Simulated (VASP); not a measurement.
# C in VASP: a series of runs, part 2 of 2

VASP 6.6.1. The steps go on from the part before.

## Step 4: Molecular dynamics, PBEsol

Contents of INCAR:

```
ALGO = Normal ; EDIFF = 1E-5
ENCUT = 520 ; GGA = PS
IBRION = 0 ; ISIF = 2
ISMEAR = -1 ; ISYM = 0
LASPH = T ; LCHARG = T
LREAL = Auto ; LWAVE = F
MDALGO = 2 ; NELM = 100
NELMIN = 4 ; NSW = 40
POTIM = 1.0 ; PREC = Accurate
RANDOM_SEED = 716710 0 0 ; SIGMA = 0.05
SMASS = 0 ; TEBEG = 900.0
TEEND = 900.0
```

Contents of KPOINTS:

```
k-points
0
Gamma
  2 2 1
```

Contents of POSCAR:

```
C
1.0
    7.3980000000      0.0000000000      0.0000000000
   -3.6990000000      6.4068560000      0.0000000000
    0.0000000000      0.0000000000     13.0000000000
C
18
Direct
    0.0000000000      0.0000000000      0.0769231000
    0.2222222200      0.1111111100      0.0769231000
    0.0000000000      0.3333333300      0.0769231000
    0.2222222200      0.4444444400      0.0769231000
    0.0000000000      0.6666666600      0.0769231000
    0.2222222200      0.7777777700      0.0769231000
    0.3333333300      0.0000000000      0.0769231000
    0.5555555600      0.1111111100      0.0769231000
    0.3333333300      0.3333333300      0.0769231000
    0.5555555600      0.4444444400      0.0769231000
    0.3333333300      0.6666666600      0.0769231000
    0.5555555500      0.7777777700      0.0769231000
    0.6666666700      0.0000000000      0.0769231000
    0.8888888900      0.1111111100      0.0769231000
    0.6666666700      0.3333333300      0.0769231000
    0.8888888900      0.4444444400      0.0769231000
    0.6666666700      0.6666666600      0.0769231000
    0.8888888900      0.7777777700      0.0769231000
```

Potentials or basis: VASP PAW PBE potentials, release 64 (C).

Launch:

```
$ cat potpaw_PBE.64/C/POTCAR > POTCAR
$ mpirun -np 1 vasp_std > vasp.out
```

OUTCAR:

```text
EDIFF = 1E-5
   ENCUT = 520
   GGA = PS
   IBRION = 0
   ISIF = 2
   ISMEAR = -1
   ISYM = 0
   LASPH = T
   LREAL = Auto
   NELM = 100
   NELMIN = 4
   NSW = 40
   POTIM = 1.0
   PREC = Accurate
   TEBEG = 900.0

 ion  position               nearest neighbor table
   1  0.000  0.000  0.077-   2 1.42  14 1.42  18 1.42
   2  0.222  0.111  0.077-   1 1.42   7 1.42   9 1.42
   3  0.000  0.333  0.077-   4 1.42  16 1.42  14 1.42
   4  0.222  0.444  0.077-   3 1.42   9 1.42  11 1.42
   5  0.000  0.667  0.077-   6 1.42  18 1.42  16 1.42
   6  0.222  0.778  0.077-   5 1.42  11 1.42   7 1.42
[... 10 lines left out ...]
  17  0.667  0.667  0.077-  18 1.42  10 1.42  12 1.42
  18  0.889  0.778  0.077-  17 1.42   5 1.42   1 1.42

IMPORTANT INFORMATION: All symmetrisations will be switched off!
NOSYMM: (Re-)initialisation of all symmetry stuff for point group C_1.

----------------------------------------------------------------------------------------

                                     Primitive cell

  volume of cell :     616.1730

  direct lattice vectors                    reciprocal lattice vectors
     7.398000000  0.000000000  0.000000000     0.135171668  0.078041398  0.000000000
    -3.699000000  6.406856000  0.000000000     0.000000000  0.156082796  0.000000000
     0.000000000  0.000000000 13.000000000     0.000000000  0.000000000  0.076923077

  length of vectors
     7.398000000  7.398000054 13.000000000     0.156082797  0.156082796  0.076923077

  position of ions in fractional coordinates (direct lattice)
     0.000000000  0.000000000  0.076923100
     0.222222220  0.111111110  0.076923100
     1.000000000  0.333333330  0.076923100
     0.222222220  0.444444440  0.076923100
     1.000000000  0.666666660  0.076923100
     0.222222220  0.777777770  0.076923100
[... 10 lines left out ...]
     0.666666670  0.666666660  0.076923100
     0.888888890  0.777777770  0.076923100

  ion indices of the primitive-cell ions
   primitive index   ion index
                 1           1
                 2           2
                 3           3
                 4           4
[... 96 lines left out ...]
 molecular dynamics for ions
 non-spin polarized calculation
  energy-cutoff  :      520.00
  volume of cell :      616.17
 maximum number of plane-waves:     16651
 NGX is ok and might be reduce to    56
   NGX = 27   NGY = 27   NGZ = 49

--------------------------------------- Ionic step        1  -------------------------------------------

 number of electron      71.9999999 magnetization

 Free energy of the ion-electron system (eV)
  ---------------------------------------------------
  ext. energy  EPLUGINS =         0.00000000
  ---------------------------------------------------
  free energy    TOTEN  =      -173.11398604 eV

  energy without entropy =     -173.04467132  energy(sigma->0) =     -173.07932868

------------------------ aborting loop because EDIFF is reached ----------------------------------------

  FORCE on cell =-STRESS in cart. coord.  units (eV):
  Direction    XX          YY          ZZ          XY          YZ          ZX
  --------------------------------------------------------------------------------------
  -------------------------------------------------------------------------------------
  Total       -2.0519782     -2.0518522     -0.0624496      0.0000021      0.0000023      0.0000015
  in kB       -5.3355684     -5.3352407     -0.1623819      0.0000054      0.0000060      0.0000039
  external PRESSURE =      -3.6110637 kB  Pullay stress =       0.0000000 kB
[... 163 lines left out ...]
  ENERGY OF THE ELECTRON-ION-THERMOSTAT SYSTEM (eV)
  ---------------------------------------------------
% ion-electron   TOTEN  =      -172.906806  see above
  kinetic energy EKIN   =         1.772573
  kin. lattice  EKIN_LAT=         0.000000  (temperature  806.66 K)
  nose potential ES     =        -0.001293
  nose kinetic   EPS    =         0.000069
  ---------------------------------------------------
  total energy   ETOTAL =      -171.135457 eV

[... ionic steps 4 to 37 ...]

--------------------------------------- Ionic step       38  -------------------------------------------

 number of electron      72.0000001 magnetization

------------------------ aborting loop because EDIFF is reached ----------------------------------------
[... 119 lines left out ...]
--------------------------------------- Ionic step       40  -------------------------------------------

 number of electron      71.9999999 magnetization

 Free energy of the ion-electron system (eV)
  ---------------------------------------------------
  ext. energy  EPLUGINS =         0.00000000
  ---------------------------------------------------
  free energy    TOTEN  =      -168.96189864 eV

  energy without entropy =     -168.94297441  energy(sigma->0) =     -168.95243653

 E-fermi :  -2.2049     XC(G=0):  -3.3298

 val. band max:       -2.3059083515   @ k =   0.0000   0.0000   0.0000
 cond. band min:      -2.1058580499   @ k =   0.0000   0.0000   0.0000
 fundamental gap:      0.2000503015
 Fermi energy:        -2.2049157990

 k-point     1 :       0.0000    0.0000    0.0000
  band No.  band energies     occupation
      1     -21.3718      2.00000
      2     -19.2140      2.00000
      3     -19.0119      2.00000
      4     -18.8880      2.00000
      5     -18.7350      2.00000
      6     -18.4434      2.00000
[... 236 lines left out ...]
  ENERGY OF THE ELECTRON-ION-THERMOSTAT SYSTEM (eV)
  ---------------------------------------------------
% ion-electron   TOTEN  =      -168.961899  see above
  kinetic energy EKIN   =         1.813617
  kin. lattice  EKIN_LAT=         0.000000  (temperature  825.33 K)
  nose potential ES     =        -4.377705
  nose kinetic   EPS    =         0.389140
  ---------------------------------------------------
  total energy   ETOTAL =      -171.136848 eV
```

Run time: 26 min. Hardware: 1 thread of Intel Xeon 6975P-C (Granite Rapids), shared host; peak memory 0.83 GiB.

Caveat: the k mesh is coarse (spacing up to 0.49 Å⁻¹), so the values aren't converged; the PAW data sets were made with another functional, which shifts forces and pressure a little.

## Step 5: Single point, PBEsol

Contents of INCAR:

```
SYSTEM = C
ALGO = Fast ; EDIFF = 1E-6
ENCUT = 520 ; GGA = PS
ISIF = 2 ; ISMEAR = -1
LASPH = .True. ; LCHARG = .True.
LELF = .True. ; LREAL = Auto
LVHAR = .True. ; LWAVE = .False.
NBANDS = 51 ; NELM = 100
PREC = Accurate ; SIGMA = 0.05
```

Contents of KPOINTS:

```
k-points
0
Gamma
  2 2 1
  0 0 0
```

Contents of POSCAR:

```
C
1.0
    7.3980000000      0.0000000000      0.0000000000
   -3.6990000000      6.4068560000      0.0000000000
    0.0000000000      0.0000000000     13.0000000000
C
18
Direct
    0.0084135811      0.0019042101      0.0909923077
    0.2240725385      0.1152983616      0.0760000000
   -0.0022453359      0.3374666139      0.0697153846
    0.2251737067      0.4512665807      0.0853692308
    0.0105241981      0.6676285529      0.0640384615
    0.2137154027      0.7634946064      0.0509153846
    0.3354737882      0.0001716911      0.0655076923
    0.5403823138      0.0991750088      0.0883923077
    0.3299862840      0.3429139035      0.0697692308
    0.5649947600      0.4526713258      0.0692538462
    0.3392650673      0.6739342979      0.0763000000
    0.5543877695      0.7810383127      0.0752230769
    0.6554490187     -0.0027002324      0.0887307692
    0.8885934661      0.1050593302      0.0828230769
    0.6598634315      0.3177533567      0.0879615385
    0.8796434840      0.4323337375      0.0720692308
    0.6704175846      0.6756824252      0.0858846154
    0.9018682441      0.7848935578      0.0856538462
```

Launch:

```
$ cat potpaw_PBE.64/C/POTCAR > POTCAR
$ mpirun -np 1 vasp_std > vasp.out
```

Wall time 2.4 min (1 thread of Intel Xeon 6975P-C (Granite Rapids), shared host); peak memory 0.64 GiB.

The run converged. Its results:

| Property | Result |
| --- | --- |
| Free energy | -169.9326 eV |
| Largest force | 7.120 eV/Å |
| Band gap on the k mesh | 0.10 eV, direct |

Forces in eV/Å, atoms in the order of the input:
```
C   -1.308  0.594 -1.352
C    1.104  0.484 -0.709
C    2.666 -2.813  2.217
C   -1.674 -0.234 -2.347
C   -6.314 -3.058  1.218
C    3.784  5.409  2.192
C   -3.832 -2.175  0.102
C    2.357  1.615 -0.647
C    3.881 -0.842  1.298
C   -1.798 -2.003  2.056
C   -1.296 -2.411 -1.416
C    1.015 -0.249  1.762
C    4.064  0.839 -1.139
C   -2.296  1.830  0.458
C   -1.694  4.397 -1.903
C   -0.331  2.021  0.290
C    2.542 -0.959 -1.607
C   -0.871 -2.446 -0.473
```

Levels at points of the mesh, in eV from the valence-band top:
| k point | band 34 | band 35 | band 36 | band 37 | band 38 | band 39 |
| --- | --- | --- | --- | --- | --- | --- |
| (0.00, 0.00, 0.00) | -2.55 | -0.03 | 0.00 | 0.10 | 0.22 | 3.46 |
| (0.50, 0.00, 0.00) | -2.32 | -2.17 | -1.91 | 1.37 | 2.19 | 2.24 |
| (0.00, 0.50, 0.00) | -2.48 | -2.14 | -1.94 | 1.64 | 2.14 | 2.26 |
| (0.50, 0.50, 0.00) | -2.37 | -2.14 | -2.03 | 1.48 | 2.10 | 2.22 |

Caveat: the k mesh is coarse (spacing up to 0.49 Å⁻¹), so the values aren't converged; the PAW data sets were made with another functional, which shifts forces and pressure a little.
